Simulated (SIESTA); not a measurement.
Crystal: WC (Qusongite).

```
W C
1.0
     2.90650    0.00000    0.00000
    -1.45325    2.51710    0.00000
     0.00000    0.00000    2.83660
W C
1 1
Direct
  0.00000 0.00000 0.00000
  0.66667 0.33333 0.50000
```

Base run:

```yaml
Program: SIESTA 5.4.2
Functional: PBE
Potentials_or_basis: PseudoDojo 0.4 standard (PBE files)
Basis: DZP (energy shift 0.003 Ry; two zetas on semicore shells)
Grid_cutoff: 800 Ry
Energy_shift: 0.003 Ry
k_mesh: 10 × 10 × 9
Occupations: fermi-dirac, width 0.05 eV
Spin: no spin polarisation
```

Its results: band gap on the k mesh none (metal or under the smearing width); pressure 11.6 GPa.

Task: The run is repeated on the same cell with these changes: functional from PBE to PBEsol; potentials or basis from PseudoDojo 0.4 standard (PBE files) to PseudoDojo 0.4 standard (PBEsol files). What comes out?

Result: Band gap on the k mesh none (metal or under the smearing width); pressure 2.7 GPa.

Caveats: short orbitals over semicore shells can move pressures by several GPa; spin-orbit coupling is left out, which moves the levels of the heavy elements; the basis of atomic orbitals isn't converged, which shifts pressures, moduli and gaps.
